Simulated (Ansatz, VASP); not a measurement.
**Mo: VASP beside Ansatz**

```
CELL_PARAMETERS angstrom
0.00000 3.14256 3.14256
3.14256 0.00000 3.14256
3.14256 3.14256 0.00000
ATOMIC_POSITIONS crystal
Mo 0.00000 0.00000 0.00000
Mo 0.25000 0.25000 0.25000
```

Alike in both runs: task relaxation of cell and atoms; functional PBE; k mesh 11 × 11 × 11; occupations fermi-dirac, width 0.05 eV; no spin polarisation.

|  | VASP | Ansatz |
| --- | --- | --- |
| version | VASP 6.6.1 | Ansatz 0.2.0 |
| potentials or method | VASP PAW PBE potentials, release 64 (Mo_sv) | PAW with Ansatz's earlier generated frozen-core files (soft_1), scalar-relativistic |
| plane-wave cutoff (eV) | 600 | 420 |
| valence electrons in the cell | 28 | 28 |

```tsv
	VASP	Ansatz	Ansatz less VASP
relaxed volume (Å³/atom)	23.09	23.01	-0.085
relaxed cell length with the largest relative difference (Å)	4.027	4.022	-0.0050
energy change over the relaxation (meV/atom)	-553	-561	-8.1
```

Caveats: the volume moved by over 15 % at a fixed basis, so the end points are rough (VASP).
